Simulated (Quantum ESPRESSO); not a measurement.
## ZrB2 under changes of volume

One of the cells (10.249 Å³/atom); the others are scaled copies at fixed shape and fractional positions:

```
CELL_PARAMETERS angstrom
3.17000 0.00000 0.00000
-1.58500 2.74530 0.00000
0.00000 0.00000 3.53300
ATOMIC_POSITIONS crystal
Zr 0.00000 0.00000 0.00000
B 0.66667 0.33333 0.50000
B 0.33333 0.66667 0.50000
```

| Property | Result |
| --- | --- |
| Program | Quantum ESPRESSO 7.5 |
| Functional | PBEsol |
| Potentials or basis | GBRV 1.5 PBEsol |
| Cutoff | 612 eV |
| Density cutoff | 4898 eV |
| k mesh | 10 × 10 × 8 |
| Occupations | fermi-dirac, width 0.05 eV |
| Spin | no spin polarisation |

```csv
volume (Å³/atom),energy over the lowest point (meV/atom),pressure (GPa)
9.634,16.48,12.3
9.839,4.58,6.3
10.044,0.00,0.9
10.249,?,?
10.454,10.07,-8.5
10.659,23.54,-12.5
10.864,41.92,-16.2
```

Q: What does the run at 10.249 Å³/atom give?

A: Energy over the lowest point 2.04 meV/atom; pressure -4.0 GPa.

Worked out: A Birch-Murnaghan fit of order 3 (a polynomial in V^(-2/3)) to the other rows has its minimum at 10.08 Å³/atom with B0 = V·E''(V) = 250 GPa and B' = 3.9 at fixed shape and positions, which overstates the stiffness. It gives 2.04 meV/atom at 10.249 Å³/atom, against the run's 2.04, and -dE/dV = -4.0 GPa, against -4.0.

Energies are extrapolated to zero smearing.
